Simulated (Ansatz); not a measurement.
ZnS (rocksalt type), DFT, LDA, all-electron LAPW, scalar-relativistic (Ansatz 0.2.0), on 1 thread of Intel(R) Xeon(R) Platinum 8259CL CPU @ 2.50GHz (Skylake/Cascade Lake) (shared host).

Command: `ansatz run input.yaml --threads 1 --pin off --max-ram 2048MiB --backend cpu --events-out ev --progress --plain --runs-dir out`

```yaml
crystal:
  lattice:
    - [0.0, 2.4325569193, 2.4325569193]
    - [2.4325569193, 0.0, 2.4325569193]
    - [2.4325569193, 2.4325569193, 0.0]
  atoms:
    - { symbol: Zn, position: [0.0, 0.0, 0.0] }
    - { symbol: S, position: [0.5, 0.5, 0.5] }
kpoints:
  mp_grid: { grid: [16, 16, 16] }
scf:
  occupations: { method: fermi_dirac, width: 0.08 }
hamiltonian:
  xc: lda
  pseudopotentials: { kind: all_electron, lapw: { basis_error: 0.001 } }
output:
  forces: true
  stress: true
  eigenvalues: true
  populations: true
```

Question: How large is the problem that the program sets up?

Answer: 145 irreducible k-points, 283 plane waves at Γ, 21 bands.

Question: About how long does it take, and how much memory?

Answer: 24 s of wall time for 7 SCF iterations, with a peak of 0.51 GiB. Times on shared machines scatter by tens of per cent.
